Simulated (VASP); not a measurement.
# Si (P6_3/mmc) in VASP: notebook

One crystal, Si, is run at these levels: PBE; tasks: single point.

Program: VASP 6.6.1. These are calculated values, not measurements. Logs are shortened: lines on timing, memory, paths and dates and some standing lists are left out, and cuts for length are marked.

**1. The structure**

Symmetry: P6_3/mmc, No. 194, hexagonal system. The conventional cell has a = 3.831 Å, b = 3.831 Å, c = 6.333 Å, α = 90.00°, β = 90.00°, γ = 120.00°. Around Si (site symmetry 3m) lie 4 Si at 2.35 to 2.37 Å.

This isn't the form of Si at room conditions, which is diamond.

**2. Single point, PBE**

The input, INCAR:

```
PREC = Accurate
ENCUT = 460
EDIFF = 1E-6
ISMEAR = 0
SIGMA = 0.05
LREAL = F
LASPH = T
NELM = 100
ALGO = Normal
ISIF = 2
LWAVE = F
LCHARG = F
GGA = PE
NBANDS = 16
ADDGRID = F
```

The input, KPOINTS:

```
Automatic mesh
0
Gamma
  2 2 1
```

The input, POSCAR:

```
Si
1.0
    3.8313174605      0.0000000000      0.0000000000
   -1.9156587303      3.3180182508      0.0000000000
    0.0000000000      0.0000000000      6.3326220002
Si
4
Direct
    0.6655130000      0.3227030000      0.9380340000
    0.3547120000      0.6831860000      0.4293900000
    0.6599490000      0.3251260000      0.5656880000
    0.3139780000      0.6447660000      0.0617650000
```

Potentials or basis: VASP PAW PBE potentials, release 64 (Si).

Run with:

```console
$ cat potpaw_PBE.64/Si/POTCAR > POTCAR
$ mpirun -np 1 vasp_std > vasp.out
```

OUTCAR:

```text
PREC = Accurate
   ENCUT = 460
   EDIFF = 1E-6
   ISMEAR = 0
   LREAL = F
   LASPH = T
   NELM = 100
   ISIF = 2
   GGA = PE

 Found      4 irreducible k-points:

 Following reciprocal coordinates:
            Coordinates               Weight
  0.000000  0.000000  0.000000      1.000000
  0.500000  0.000000  0.000000      1.000000
  0.000000  0.500000  0.000000      1.000000
  0.500000  0.500000  0.000000      1.000000
   k-points           NKPTS =      4   k-points in BZ     NKDIM =      4   number of bands    NBANDS=     16
   number of dos      NEDOS =    301   number of ions     NIONS =      4
   total plane-waves  NPLWV =  37632
   dimension x,y,z NGX =    28 NGY =   28 NGZ =   48
   dimension x,y,z NGXF=    56 NGYF=   56 NGZF=   96
   ions per type =               4
   NGX,Y,Z   is equivalent  to a cutoff of  12.15, 12.15, 12.60 a.u.
   NGXF,Y,Z  is equivalent  to a cutoff of  24.30, 24.30, 25.20 a.u.
 SYSTEM =  unknown system
   PREC   = accura    normal or accurate (medium, high low for compatibility)
   ISTART =      0    job   : 0-new  1-cont  2-samecut
   ICHARG =      2    charge: 1-file 2-atom 10-const
   ISPIN  =      1    spin polarized calculation?
   LNONCOLLINEAR =      F non collinear calculations
   LSORBIT =      F    spin-orbit coupling
   LASPH  =      T    aspherical Exc in radial PAW
   ENCUT  =  460.0 eV  33.81 Ry    5.81 a.u.   6.70  6.70 11.07*2*pi/ulx,y,z
   NELM   =    100;   NELMIN=  2; NELMDL= -5     # of ELM steps
   EDIFF  = 0.1E-05   stopping-criterion for ELM
   LREAL  =      F    real-space projection
   EDIFFG = 0.1E-04   stopping-criterion for IOM
   NSW    =      0    number of steps for IOM
   IBRION =     -1    ionic relax: 0-MD 1-quasi-New 2-CG
   NFREE  =      0    steps in history (QN), initial steepest desc. (CG)
   ISIF   =      2    stress and relaxation
   ISYM   =      2    0-nonsym 1-usesym 2-fastsym
   POTIM  = 0.5000    time-step for ionic-motion
   TEBEG  =    0.0;   TEEND  =   0.0 temperature during run
   PSTRESS=    0.0 pullay stress
   NELECT =      16.0000    total number of electrons
   NUPDOWN=      -1.0000    fix difference up-down
   EMIN   =  10.00;   EMAX   =-10.00  energy-range for DOS
   EFERMI =   0.00;   METHOD = LEGACY
   ISMEAR =     0;   SIGMA  =   0.05  broadening in eV -4-tet -1-fermi 0-gaus
   EFERMI_NEDOS =   21; number of points for ismear=-14 and -15
   IALGO  =     38    algorithm
   IMIX   =      4    mixing-type and parameters
     AMIX     =   0.40;   BMIX     =  1.00
     AMIX_MAG =   1.60;   BMIX_MAG =  1.00
  volume/ion in A,a.u.               =      20.13       135.81
  Fermi-wavevector in a.u.,A,eV,Ry     =   0.955384  1.805414 12.418837  0.912759
  Thomas-Fermi vector in A             =   2.084217
   LORBIT       =      0    0 simple, 1 ext, 2 COOP (PROOUT), +10 PAW based schemes
   GGA     = PE    functional components
   LHFCALC =     F    Hartree Fock is set to
   AEXX    =    0.0000 exact exchange contribution
   IVDW    =     0    specifies the selected vdW correction
   LEPSILON=     F    determine dielectric tensor
   LRPA    =     F    only Hartree local field effects (RPA)
 non-spin polarized calculation
 Gauss-broadening in eV      SIGMA  =   0.05
  energy-cutoff  :      460.00
  volume of cell :       80.50
 maximum number of plane-waves:      1818
 NGX is ok and might be reduce to    28
   NGX = 13   NGY = 13   NGZ = 23

 number of electron      16.0000000 magnetization

 Free energy of the ion-electron system (eV)
  ---------------------------------------------------
  ext. energy  EPLUGINS =         0.00000000
  ---------------------------------------------------
  free energy    TOTEN  =       -19.27519560 eV

  energy without entropy =      -19.26557988  energy(sigma->0) =      -19.27038774

 E-fermi :   6.4541     XC(G=0):  -9.3447

 val. band max:        6.4187473732   @ k =   0.0000   0.0000   0.0000
 cond. band min:       6.4996174412   @ k =   0.5000   0.5000   0.0000
 fundamental gap:      0.0808700680
 Fermi energy:         6.4540604451

 k-point     1 :       0.0000    0.0000    0.0000
  band No.  band energies     occupation
      1      -6.0912      2.00000
      2      -3.7313      2.00000
      3      -1.2494      2.00000
      4       4.5723      2.00000
      5       4.6326      2.00000
      6       5.5482      2.00000
      7       6.1979      2.00000
      8       6.4187      1.68211
      9       7.1600      0.00000
     10       7.9645      0.00000
     11       8.0792      0.00000
     12       8.5180      0.00000
     13       9.6369      0.00000
     14      10.2504      0.00000
     15      10.4148      0.00000
     16      11.9438      0.00000

 k-point     2 :       0.5000    0.0000    0.0000
  band No.  band energies     occupation
      1      -3.9352      2.00000
      2      -2.3609      2.00000
      3      -1.4623      2.00000
      4       0.2716      2.00000
      5       1.3616      2.00000
      6       3.0410      2.00000
      7       3.0841      2.00000
      8       4.7415      2.00000
      9       6.5111      0.10639
     10       8.4653      0.00000
     11       8.8753      0.00000
     12       9.0840      0.00000
     13      10.5836      0.00000
     14      12.2265      0.00000
     15      12.5040      0.00000
     16      14.2404      0.00000

 k-point     3 :       0.0000    0.5000    0.0000
  band No.  band energies     occupation
      1      -3.8866      2.00000
      2      -2.4330      2.00000
      3      -1.3812      2.00000
      4       0.1325      2.00000
      5       1.3908      2.00000
      6       2.9558      2.00000
      7       3.1036      2.00000
      8       4.8194      2.00000
      9       6.5410      0.01394
     10       8.5192      0.00000
     11       9.0004      0.00000
     12       9.0856      0.00000
     13      10.6685      0.00000
     14      12.1416      0.00000
     15      12.3910      0.00000
     16      14.2065      0.00000

 k-point     4 :       0.5000    0.5000    0.0000
  band No.  band energies     occupation
      1      -3.9385      2.00000
      2      -2.3294      2.00000
      3      -1.4779      2.00000
      4       0.2465      2.00000
      5       1.3483      2.00000
      6       3.0221      2.00000
      7       3.1032      2.00000
      8       4.7783      2.00000
      9       6.4996      0.19756
     10       8.4204      0.00000
     11       8.9279      0.00000
     12       9.0772      0.00000
     13      10.6281      0.00000
     14      12.2526      0.00000
     15      12.4764      0.00000
     16      14.1817      0.00000

------------------------ aborting loop because EDIFF is reached ----------------------------------------

  FORCE on cell =-STRESS in cart. coord.  units (eV):
  Direction    XX          YY          ZZ          XY          YZ          ZX
  --------------------------------------------------------------------------------------
  -------------------------------------------------------------------------------------
  Total        3.4438601      4.8957999     -2.2869458      0.0797833      1.2155806      1.0550849
  in kB       68.5402386     97.4369696    -45.5151504      1.5878587     24.1926737     20.9984629
  external PRESSURE =      40.1540193 kB  Pullay stress =       0.0000000 kB

 VOLUME and BASIS-vectors are now :
 -----------------------------------------------------------------------------
  energy-cutoff  :      460.00
  volume of cell :       80.50
      direct lattice vectors                 reciprocal lattice vectors
     3.831317461  0.000000000  0.000000000     0.261006823  0.150692360  0.000000000
    -1.915658730  3.318018251  0.000000000     0.000000000  0.301384720  0.000000000
     0.000000000  0.000000000  6.332622000     0.000000000  0.000000000  0.157912473

 POSITION                                       TOTAL-FORCE (eV/Angst)
 -----------------------------------------------------------------------------------
      1.93160      1.07073      5.94021        -0.853591     -0.771794      0.531328
      0.05026      2.26682      2.71916        -0.539166     -0.950507      1.130625
      1.90564      1.07877      3.58229         0.626568      1.143437     -0.940052
     -0.03220      2.13935      0.39113         0.766189      0.578864     -0.721901
 -----------------------------------------------------------------------------------
    total drift:                               -0.000042     -0.000145     -0.000037

  FREE ENERGIE OF THE ION-ELECTRON SYSTEM (eV)
  ---------------------------------------------------
  free  energy   TOTEN  =       -19.2751955976 eV

  energy  without entropy=      -19.2655798801  energy(sigma->0) =      -19.27038774
```

Run time: 6.8 s. Hardware: 1 thread of AMD EPYC 7R13 (Zen 3), shared host; peak memory 0.14 GiB.

These settings aren't checked as converged: the numbers below hold their error.

Results:

```yaml
Free_energy: -19.2752 eV
Pressure: 4.0 GPa
Largest_force: 1.607 eV/Å
Band_gap_on_the_k_mesh: 0.08 eV, indirect (least direct gap 0.74 eV)
```

Caveat: the k mesh is coarse (spacing up to 0.99 Å⁻¹), so the values aren't converged; an odd mesh through Γ misses points on the zone boundary, where band edges often lie.

**3. Single point, PBE**

INCAR, as its differences from that of step 2:

```diff
@@ -1,3 +1,3 @@
 PREC = Accurate
-ENCUT = 460
+ENCUT = 520
 EDIFF = 1E-6
```

KPOINTS is that of step 2.

The input, POSCAR:

```
Si
1.0
    3.8313174605      0.0000000000      0.0000000000
   -1.9156587303      3.3180182508      0.0000000000
    0.0000000000      0.0000000000      6.3326220002
Si
4
Direct
    0.6666666667      0.3333333333      0.9369905000
    0.3333333333      0.6666666667      0.4369905000
    0.6666666667      0.3333333333      0.5630095000
    0.3333333333      0.6666666667      0.0630095000
```

Potentials or basis: VASP PAW PBE potentials, release 64 (Si).

Run with:

```console
$ cat potpaw_PBE.64/Si/POTCAR > POTCAR
$ mpirun -np 1 vasp_std > vasp.out
```

Run time: 4.4 s. Hardware: 1 thread of AMD EPYC 7R13 (Zen 3), shared host; peak memory 0.14 GiB.

These settings aren't checked as converged: the numbers below hold their error.

What came out:

- Free energy: -19.4203 eV
- Pressure: 4.0 GPa
- Largest force: 0.580 eV/Å
- Band gap on the k mesh: 0.34 eV, indirect (least direct gap 0.96 eV)

Caveat: the k mesh is coarse (spacing up to 0.99 Å⁻¹), so the values aren't converged; an odd mesh through Γ misses points on the zone boundary, where band edges often lie.

**4. Single point, PBE**

INCAR is that of step 3.

KPOINTS is that of step 3.

The input, POSCAR:

```
Si
1.0
    3.8313174605      0.0000000000      0.0000000000
   -1.9156587303      3.3180182508      0.0000000000
    0.0000000000      0.0000000000      6.3326220002
Si
4
Direct
    0.6655130000      0.3227030000      0.9380340000
    0.3547120000      0.6831860000      0.4293900000
    0.6599490000      0.3251260000      0.5656880000
    0.3139780000      0.6447660000      0.0617650000
```

Run with:

```console
$ cat potpaw_PBE.64/Si/POTCAR > POTCAR
$ mpirun -np 1 vasp_std > vasp.out
```

Wall time 6.8 s (1 thread of AMD EPYC 7R13 (Zen 3), shared host); peak memory 0.14 GiB.

The run converged, but some of its settings lie outside the range that counts as converged, so its numbers aren't taken as properties of the crystal.

Results:

```yaml
Free_energy: -19.2752 eV
Pressure: 4.0 GPa
Largest_force: 1.608 eV/Å
Band_gap_on_the_k_mesh: 0.08 eV, indirect (least direct gap 0.74 eV)
```

Caveat: the k mesh is coarse (spacing up to 0.99 Å⁻¹), so the values aren't converged; an odd mesh through Γ misses points on the zone boundary, where band edges often lie.

**5. For comparison**

An earlier run on the cell as given: functional PBE; potentials or basis VASP PAW PBE potentials, release 64 (Si); cutoff 520 eV; k mesh 8 × 8 × 4; occupations fermi-dirac, width 0.05 eV; no spin polarisation.

* Pressure: 1.4 GPa
* Largest force: 0.008 eV/Å
* Band gap on the k mesh: 0.42 eV, indirect (least direct gap 1.03 eV)
